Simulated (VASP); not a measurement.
The system is TePb.

```
Pb Te
1.0
     0.00000    3.23100    3.23100
     3.23100    0.00000    3.23100
     3.23100    3.23100    0.00000
Pb Te
1 1
Direct
  0.00000 0.00000 0.00000
  0.50000 0.50000 0.50000
```

| Item | Value |
| --- | --- |
| Program | VASP 6.6.1 |
| Task | relaxation of cell and atoms |
| Functional | RPBE |
| Dispersion | D3(BJ) |
| Potentials or basis | VASP PAW PBE potentials, release 64 (Pb_d, Te) |
| Cutoff | 600 eV |
| k mesh | 7 × 7 × 7 |
| Occupations | fermi-dirac, width 0.05 eV |
| Spin | no spin polarisation |

At the start: pressure -10.5 GPa; volume 33.73 Å³/atom.

**Question.** How do energy, volume and symmetry change on relaxing?

**Answer.** Over 6 steps the energy falls by 272.8 meV/atom and the volume is 26.96 Å³/atom (-20.1 %); space group Fm-3m (No. 225, to 0.05 Å).

Step by step:
| step | energy change (eV) | largest force (eV/Å) | pressure (GPa) | volume (Å³) |
| --- | --- | --- | --- | --- |
| 1 | 0.0000 | 0.0000 | -10.45 | 67.46 |
| 2 | -0.3629 | 0.0000 | 11.30 | 48.18 |
| 3 | -0.5455 | 0.0000 | -0.12 | 54.02 |
| 4 | -0.5454 | 0.0000 | 0.23 | 53.77 |
| 5 | -0.5454 | 0.0000 | -0.18 | 54.06 |
| 6 | -0.5455 | 0.0000 | 0.01 | 53.93 |

Final structure:
```xyz
2
Lattice="0.0000 2.9986 2.9986 2.9986 0.0000 2.9986 2.9986 2.9986 0.0000" Properties=species:S:1:pos:R:3 pbc="T T T"
Pb    2.9986    2.9986    0.0000
Te    2.9986    2.9986    2.9986
```

Caveat: the volume moved by over 15 % at a fixed basis, so the end points are rough; the PAW data sets were made with another functional, which shifts forces and pressure a little; the volume moved by -20 % from the deposited cell, more than functionals usually miss.
